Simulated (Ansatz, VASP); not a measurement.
Two plane-wave programs on HfO2

```xyz
6
Lattice="3.6043 0.0000 0.0000 0.0000 3.6043 0.0000 0.0000 0.0000 5.2640" Properties=species:S:1:pos:R:3 pbc="T T T"
Hf    1.8022    1.7749    2.6320
Hf    0.0000   -0.0273    0.0000
O     0.0000    2.1022    3.6493
O     1.8022    0.3000    4.2467
O     1.8022    0.0041    1.6147
O     0.0000    1.8063    1.0173
```

Measurements of this composition are mostly on another form, of space group No. 14.

Alike in both runs: task single point; functional PBE; k mesh 6 × 6 × 4; occupations gaussian, width 0.05 eV; no spin polarisation.

|  | VASP | Ansatz |
| --- | --- | --- |
| version | VASP 6.6.1 | Ansatz 0.2.0 |
| potentials or method | VASP PAW PBE potentials, release 64 (Hf_pv, O) | scalar-relativistic, plane waves, PAW |
| plane-wave cutoff (eV) | 520 | 420 |
| valence electrons in the cell | 44 | 76 |

|  | VASP | Ansatz | Ansatz less VASP |
| --- | --- | --- | --- |
| gap on the k mesh at the Fermi level (eV) | 4.37 | 4.40 | +0.035 |
| pressure (GPa) | -2.5 | 0.6 | +3.13 |
| largest component of the traceless stress (GPa) | 3.69 | 3.80 | +0.111 |
| rms of the force components (eV/Å) | 0.217 | 0.217 | +0.0002 |

Atom by atom the forces differ by 0.018 eV/Å (rms over components). The functional is the same, so the differences come from potentials, cutoffs and numerics. The two sets of potentials don't hold the same shells in valence.

Caveats: spin-orbit coupling is left out, which moves the levels of the heavy elements. A hybrid or GW would open this gap; PBE tends to underestimate it. A k mesh can miss the band edges.
